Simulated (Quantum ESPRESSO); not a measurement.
Wanted: the native input for a Quantum ESPRESSO 7.5 run.

* Task: band structure
* Functional: PBEsol
* Potentials or basis: GBRV 1.5 PBEsol
* Cutoff: 612 eV
* Density cutoff: 4898 eV
* k mesh: 11 × 11 × 11
* Occupations: fermi-dirac, width 0.05 eV
* Spin: no spin polarisation
* Mixing beta: 0.5
* Most SCF iterations: 120
* SCF threshold: 6e-10 Ry

The system is AlAu2.

```xyz
3
Lattice="-1.6715 1.6715 4.3991 1.6715 -1.6715 4.3991 1.6715 1.6715 -4.3991" Properties=species:S:1:pos:R:3 pbc="T T T"
Au    0.0000    0.0000    3.0242
Au    0.0000    0.0000    5.7740
Al    0.0000    0.0000    0.0000
```

The cell comes from a database or a generator and needn't be the stable form of this composition.

These files were run (other wordings do the same):

pw.in

```
&CONTROL
  calculation = 'scf'
  prefix = 'pwscf'
  outdir = './tmp'
  pseudo_dir = './pseudo'
  tprnfor = .true.
  tstress = .true.
  disk_io = 'low'
/
&SYSTEM
  ibrav = 0
  celldm(1) = 8
  nat = 3
  ntyp = 2
  ecutwfc = 45
  ecutrho = 360
  nbnd = 19
  occupations = 'smearing'
  smearing = 'fd'
  degauss = 0.00367493
/
&ELECTRONS
  conv_thr = 6d-10
  electron_maxstep = 120
  mixing_beta = 0.5
/
ATOMIC_SPECIES
Au   196.9666 au_pbesol_v1.uspp.F.UPF
Al    26.9815 al_pbesol_v1.uspp.F.UPF
CELL_PARAMETERS alat
 -0.3948380713872   0.3948380713872   1.0391309256528
  0.3948380713872  -0.3948380713872   1.0391309256528
  0.3948380713872   0.3948380713872  -1.0391309256528
ATOMIC_POSITIONS crystal
Au     0.3437272000    0.3437272000    0.0000000000
Au     0.6562728000    0.6562728000    0.0000000000
Al     0.0000000000    0.0000000000    0.0000000000
K_POINTS automatic
11 11 11 0 0 0
```

bands.in

```
&CONTROL
  calculation = 'bands'
  prefix = 'pwscf'
  outdir = './tmp'
  pseudo_dir = './pseudo'
  disk_io = 'low'
  verbosity = 'high'
/
&SYSTEM
  ibrav = 0
  celldm(1) = 8
  nat = 3
  ntyp = 2
  ecutwfc = 45
  ecutrho = 360
  nbnd = 19
  occupations = 'smearing'
  smearing = 'fd'
  degauss = 0.00367493
/
&ELECTRONS
  conv_thr = 1d-08
  electron_maxstep = 120
  mixing_beta = 0.5
  diago_full_acc = .true.
  startingwfc = 'random'
/
ATOMIC_SPECIES
Au   196.9666 au_pbesol_v1.uspp.F.UPF
Al    26.9815 al_pbesol_v1.uspp.F.UPF
CELL_PARAMETERS alat
 -0.3948380713872   0.3948380713872   1.0391309256528
  0.3948380713872  -0.3948380713872   1.0391309256528
  0.3948380713872   0.3948380713872  -1.0391309256528
ATOMIC_POSITIONS crystal
Au     0.3437272000    0.3437272000    0.0000000000
Au     0.6562728000    0.6562728000    0.0000000000
Al     0.0000000000    0.0000000000    0.0000000000
K_POINTS crystal
60
 0.0000000000  0.0000000000  0.0000000000 1
 0.0000000000  0.0000000000  0.0555555556 1
 0.0000000000  0.0000000000  0.1111111111 1
 0.0000000000  0.0000000000  0.1666666667 1
 0.0000000000  0.0000000000  0.2222222222 1
 0.0000000000  0.0000000000  0.2777777778 1
 0.0000000000  0.0000000000  0.3333333333 1
 0.0000000000  0.0000000000  0.3888888889 1
 0.0000000000  0.0000000000  0.4444444444 1
 0.0000000000  0.0000000000  0.5000000000 1
-0.0721884153  0.0721884153  0.5000000000 1
-0.1149695737  0.1149695737  0.4572188415 1
-0.1577507322  0.1577507322  0.4144376831 1
-0.2005318907  0.2005318907  0.3716565246 1
-0.2433130492  0.2433130492  0.3288753661 1
-0.2860942076  0.2860942076  0.2860942076 1
-0.2452236065  0.2452236065  0.2452236065 1
-0.2043530055  0.2043530055  0.2043530055 1
-0.1634824044  0.1634824044  0.1634824044 1
-0.1226118033  0.1226118033  0.1226118033 1
-0.0817412022  0.0817412022  0.0817412022 1
-0.0408706011  0.0408706011  0.0408706011 1
 0.0000000000  0.0000000000  0.0000000000 1
 0.1000000000  0.1000000000 -0.1000000000 1
 0.2000000000  0.2000000000 -0.2000000000 1
 0.3000000000  0.3000000000 -0.3000000000 1
 0.4000000000  0.4000000000 -0.4000000000 1
 0.5000000000  0.5000000000 -0.5000000000 1
 0.4643490346  0.5356509654 -0.4643490346 1
 0.4286980692  0.5713019308 -0.4286980692 1
 0.3930471038  0.6069528962 -0.3930471038 1
 0.3573961384  0.6426038616 -0.3573961384 1
 0.3217451730  0.6782548270 -0.3217451730 1
 0.2860942076  0.7139057924 -0.2860942076 1
 0.1430471038  0.6069528962 -0.1430471038 1
 0.0000000000  0.5000000000  0.0000000000 1
 0.0357142857  0.4642857143  0.0357142857 1
 0.0714285714  0.4285714286  0.0714285714 1
 0.1071428571  0.3928571429  0.1071428571 1
 0.1428571429  0.3571428571  0.1428571429 1
 0.1785714286  0.3214285714  0.1785714286 1
 0.2142857143  0.2857142857  0.2142857143 1
 0.2500000000  0.2500000000  0.2500000000 1
 0.3333333333  0.3333333333  0.1426038616 1
 0.4166666667  0.4166666667  0.0352077232 1
 0.5000000000  0.5000000000 -0.0721884153 1
 0.5000000000  0.5000000000 -0.1149695737 1
 0.5000000000  0.5000000000 -0.1577507322 1
 0.5000000000  0.5000000000 -0.2005318907 1
 0.5000000000  0.5000000000 -0.2433130492 1
 0.5000000000  0.5000000000 -0.2860942076 1
 0.5000000000  0.5000000000 -0.3288753661 1
 0.5000000000  0.5000000000 -0.3716565246 1
 0.5000000000  0.5000000000 -0.4144376831 1
 0.5000000000  0.5000000000 -0.4572188415 1
 0.5000000000  0.5000000000 -0.5000000000 1
 0.0000000000  0.0000000000  0.5000000000 1
 0.0833333333  0.0833333333  0.4166666667 1
 0.1666666667  0.1666666667  0.3333333333 1
 0.2500000000  0.2500000000  0.2500000000 1
```

Potentials or basis: GBRV 1.5 PBEsol.

Launch:

```console
$ OMP_NUM_THREADS=1 mpirun -n 2 pw.x -nk 2 -in pw.in > pw.out
$ OMP_NUM_THREADS=1 mpirun -n 2 pw.x -nk 2 -in bands.in > bands.out
```

It gave:

```json
{
 "Pressure": "-2.6 GPa",
 "Largest force": "0.068 eV/Å",
 "Band gap on the k mesh": "none (metal or under the smearing width)"
}
```

Caveat: spin-orbit coupling is left out, which moves the levels of the heavy elements.

Run time: 100 s on 2 MPI ranks on Arm Neoverse V2, on a shared host, peak memory 0.42 GiB a rank.
